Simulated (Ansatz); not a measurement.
Wurtzite GaN was put through Ansatz (plane waves). The geometry is the r2SCAN minimum.

The cell:
```
Ga N
1.0
     3.18315    0.00000    0.00000
    -1.59157    2.75669    0.00000
     0.00000    0.00000    5.18363
Ga N
2 2
Direct
  0.33333 0.66667 0.99911
  0.66667 0.33333 0.49911
  0.33333 0.66667 0.37589
  0.66667 0.33333 0.87589
```

What the program printed (shortened):
```
Pseudopotential: Ga, paw, valence charge 13, recommended cutoff 500 eV (meta_gga)
Pseudopotential: N, paw, valence charge 5, recommended cutoff 500 eV (meta_gga)
Functional definition: r2SCAN
  parameter k0 = 0.174
  parameter k1 = 0.065
  parameter a1 = 4.9479
  exchange = r2scan_x(k0 = k0, k1 = k1, a1 = a1)
  correlation = r2scan_c
Crystal: 4 atoms, lattice volume = 45.486 Å³
Basis set: ecut = 500 eV, 1129 PW (Γ)
Bands: 22, of which v1, the nominal top of the filled ones, is band 18 counted from 1 (17 counted from 0)
Symmetry: 12 space group operations
k-points: 95 of 324 (irreducible under 2 space group operations, time reversal used)
SCF converged after 10 iterations
Free energy (F): -8352.774232 eV
Fermi energy:    9.486116 eV
--- Band table (eV; the first three rows and the last of 95) ---
  k-point 0: bands = […, 2.2937, 8.4187, 8.4187, 9.4501, 9.4861, 9.4861, 11.8368, 14.3204, 19.4569, 20.0856]
  k-point 1: bands = […, 3.3442, 7.9423, 8.5685, 8.5685, 9.3234, 9.3234, 13.0461, 14.4223, 19.0373, 19.7667]
  k-point 2: bands = […, 5.5576, 5.5576, 8.9395, 8.9395, 8.9395, 8.9395, 14.2666, 14.2666, 18.6819, 18.6819]
  k-point 94: bands = […, 3.7264, 3.7264, 6.4738, 6.4738, 7.6909, 7.6909, 15.7802, 15.7802, 18.1723, 18.1723]
--- Dielectric response (ions clamped): 3 representative field directions + reference, inside a basis on a mesh of 864 k-points ---
  ε∞ (high-frequency dielectric tensor):
        5.369860     0.000000     0.000000
        0.000000     5.369860     0.000000
        0.000000     0.000000     5.528592
  Born effective charges Z* (e; rows j = field, columns β = displacement):
    site 0:
         2.63223    0.00000    0.00000
         0.00000    2.63223    0.00000
         0.00000    0.00000    2.76394
    site 1:
         2.63223    0.00000    0.00000
         0.00000    2.63223    0.00000
         0.00000    0.00000    2.76394
    site 2:
        -2.63223    0.00000    0.00000
         0.00000   -2.63223    0.00000
         0.00000    0.00000   -2.76394
    site 3:
        -2.63223    0.00000    0.00000
         0.00000   -2.63223    0.00000
         0.00000    0.00000   -2.76394
  ε∞ is read to err by 2.5e-2, Z* by 2.2e-2 e
```

**Question.** What input produced it? Give the YAML.

**Answer.**
```yaml
crystal:
  # lattice and atoms as above
kpoints:
  mp_grid: { grid: [9, 9, 4] }
hamiltonian:
  xc: r2scan
scf:
  occupations: { method: fixed }
dielectric: {}
```
A response with clamped ions alone is the dielectric block. This is the file that was run; thresholds and some counts can't be read off the log exactly.

Run as `ansatz run input.yaml --threads 4 --pin off --max-ram 7372MiB --backend cpu --events-out ev --progress --plain --runs-dir out`. Wall time 79 s on 4 threads of Arm Neoverse V1, on a shared host, load about 0.9 per core; peak host memory 1.2 GiB.

The values are computed, spin-unpolarised, and not measurements.
